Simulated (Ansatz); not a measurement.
G0W0 rungs for BAs (honeycomb monolayer).

The cell holds 2 atoms: 1 B and 1 As. Cell: a = 3.384 Å, b = 3.384 Å, c = 23.200 Å, α = 90.0°, β = 90.0°, γ = 120.0°. Vacuum lies along c.

```xyz
2
Lattice="3.3845 0.0000 0.0000 -1.6922 2.9311 0.0000 0.0000 0.0000 23.2000" Properties=species:S:1:pos:R:3
B     0.0000    1.9540   11.5974
As    1.6922    0.9770   11.6026
```

The structure was relaxed with PBE. The runs that relaxed it are not among those shown. PAW set soft_2, made with PBE.

Runs so far (Ansatz 0.2.0, start PBE, default PAW files, 9×9×1 mesh). Times are wall times on 1 × NVIDIA H100 80GB HBM3 (shared by 6 runs) with 3 threads of AMD EPYC 7R13 (Zen 3), shared host, good to a factor of about two.

```csv
bands summed,cutoff (eV),gap on the mesh (eV),time
108,33,1.289,20 s
289,66,1.307,49 s
611,110,1.327,55 s
```

Q: What should the next rung give, with 1116 bands and screening to 165 eV, and where is the limit?

The error falls about as one over the bands when the cutoff rises with them. A line through the two highest rungs given predicts 1.335 eV; the run gave 1.332 eV, close to it. The two highest rungs put the limit near 1.337 eV, the pair below near 1.345 eV; their difference is a rough measure of what is unsettled in bands and cutoff; the mesh is a separate error.

Gaps are over the mesh's points; an edge off the mesh would be missed. Limits: not at the basis limit; coarse mesh for a sheet; no spin-orbit coupling.

[Paths, hosts, dates, memory and timing lines, banners, echoed tables and standing remarks are left out of the program output.]

[Logs are printed without paths, hosts, clocks, repeated set-up lines and the standing remarks that a program may print on its own settings, such as how far it seeks lower states.]

[Runs of the session that timed out or met a known fault of the program may be left out.]

[Cells called generated may have been cut or substituted from an entry of the Crystallography Open Database or the Materials Project.]

[Hosts, paths, dates, database ids (printed as entryN), source tags and the programs' standing remarks are cut or masked in the printed files.]
